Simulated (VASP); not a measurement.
Input of a VASP 6.6.1 run:

Contents of INCAR:

```
SYSTEM = SnSe
PREC     = Accurate       ! precision mode
ENCUT    = 600            ! plane-wave cutoff, eV
EDIFF    = 1E-6           ! SCF threshold, eV
ISMEAR   = 0              ! smearing method
SIGMA    = 0.02           ! smearing width, eV
LREAL    = .FALSE.        ! projectors in reciprocal space
LASPH    = .TRUE.         ! aspherical terms in the spheres
NELM     = 100            ! most SCF steps
ALGO     = Fast           ! electronic algorithm
ISIF     = 3              ! what is computed and relaxed
LWAVE    = .FALSE.        ! write WAVECAR
LCHARG   = .FALSE.        ! write CHGCAR
GGA      = PS             ! functional
IBRION   = 2              ! ionic algorithm
NSW      = 100            ! ionic steps
EDIFFG   = -0.005         ! ionic threshold
```

The input KPOINTS:

```
Automatic mesh
0
G
  8 8 8
  0 0 0
```

The input POSCAR:

```
SnSe
1.0
    0.0000000000      3.0100000000      3.0100000000
    3.0100000000      0.0000000000      3.0100000000
    3.0100000000      3.0100000000      0.0000000000
Sn Se
1 1
Direct
    0.0000000000      0.0000000000      0.0000000000
    0.5000000000      0.5000000000      0.5000000000
```

Potentials or basis: VASP PAW PBE potentials, release 64 (Sn_d, Se).

Launch:

```sh
$ cat potpaw_PBE.64/Sn_d/POTCAR potpaw_PBE.64/Se/POTCAR > POTCAR
$ mpirun -np 1 vasp_std > vasp.out
```

**Question.** What does it give for the relaxed volume?

**Answer.** 26.30 Å³/atom.

**Question.** Estimate the relaxed cell.

**Answer.** a = 4.205 Å, b = 4.205 Å, c = 4.205 Å, α = 60.00°, β = 60.00°, γ = 60.00°.

**Question.** What does it give for the band gap on the k mesh?

**Answer.** 0.75 eV, indirect (least direct gap 0.81 eV).

**Question.** Estimate the space group after relaxing (to 0.05 Å).

**Answer.** Fm-3m (No. 225).

Step by step:
| step | energy change (eV) | largest force (eV/Å) | pressure (GPa) | volume (Å³) |
| --- | --- | --- | --- | --- |
| 1 | 0.0000 | 0.0000 | -1.87 | 54.54 |
| 2 | -0.0109 | 0.0000 | 0.60 | 52.06 |
| 3 | -0.0119 | 0.0000 | -0.01 | 52.59 |

Caveat: the PAW data sets were made with another functional, which shifts forces and pressure a little; spin-orbit coupling is left out, which moves the levels of the heavy elements. A k mesh can miss the band edges.
